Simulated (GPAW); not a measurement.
Runs of GPAW 26.7.0 on Ga. The structure is cubic, space group Pm-3m (No. 221). The conventional cell has a = 2.716 Å, b = 2.716 Å, c = 2.716 Å, α = 90.00°, β = 90.00°, γ = 90.00°. Ga (site symmetry m-3m) is surrounded by 6 Ga at 2.72 Å. The cell was built by a generator and needn't be a form met in nature.

```csv
task,level,potentials or basis,cell,optimizer,fmax,max steps,convergence,band path,gap on the mesh (eV),pressure (GPa),relaxed volume (Å³/atom)
relaxation of cell and atoms,RPBE+D3(BJ)+ATM,"the program's PAW data sets (release 1.2.1) made for this functional, pw",relaxed,BFGS,0.02 eV/Å,60,density=1e-05 forces=0.0001,-,none,-0.1,16.08
relaxation of cell and atoms,RPBE+D4,"the program's PAW data sets (release 1.2.1) made for this functional, pw",relaxed,BFGS,0.02 eV/Å,60,density=1e-05 forces=0.0001,-,none,0.0,18.43
band structure,SCAN,"GPAW PAW data sets (gpaw-data 1.2.1), pw",as given,-,-,-,-,"GXMGRX,MR",-,-3.1,-
relaxation of cell and atoms,RPBE+D3(BJ),"the program's PAW data sets (release 1.2.1) made for this functional, pw",relaxed,BFGS,0.02 eV/Å,60,density=1e-05 forces=0.0001,-,none,-0.1,(b)
relaxation of cell and atoms,RPBE+D3,"the program's PAW data sets (release 1.2.1) made for this functional, pw",relaxed,BFGS,0.02 eV/Å,60,density=1e-05 forces=0.0001,-,none,0.0,20.34
single point,PBE,"GPAW PAW data sets (gpaw-data 1.2.1), pw",as given,-,-,-,-,-,none,(a),-
relaxation of cell and atoms,RPBE,"the program's PAW data sets (release 1.2.1) made for this functional, pw",relaxed,BFGS,0.02 eV/Å,60,density=1e-05 forces=0.0001,-,none,-0.1,21.20
wannier90,SOGGA,"PAW data sets generated in the run's folder for this functional, pw",as given,-,-,-,-,"GXMGRX,MR",none,-2.8,-
band structure,r2SCAN,"GPAW PAW data sets (gpaw-data 1.2.1), pw",as given,-,-,-,-,"GXMGRX,MR",-,-2.6,-
```

Alike in all rows: no spin polarisation; k mesh 10 × 10 × 10; cutoff (eV) 600; smearing fermi-dirac 0.05 eV.

Question: Fill in the values left out.

Answer: (a) 0.5; (b) 16.01.

Caveats: later steps reuse the first step's grids (some runs); pairwise dispersion overbinds metals, which lowers pressure and volume (some runs); the volume moved by over 15 % at a fixed basis, so the end points are rough (some runs); the PAW data sets were made with another functional, which shifts forces and pressure a little (some runs); the Wannier interpolation is poor (some runs).

A k mesh can miss the band edges, and the runs leave out spin-orbit coupling on Ga.

A gap of «none» marks a metal or a gap under the smearing width.

Not every run made on this cell is shown here.
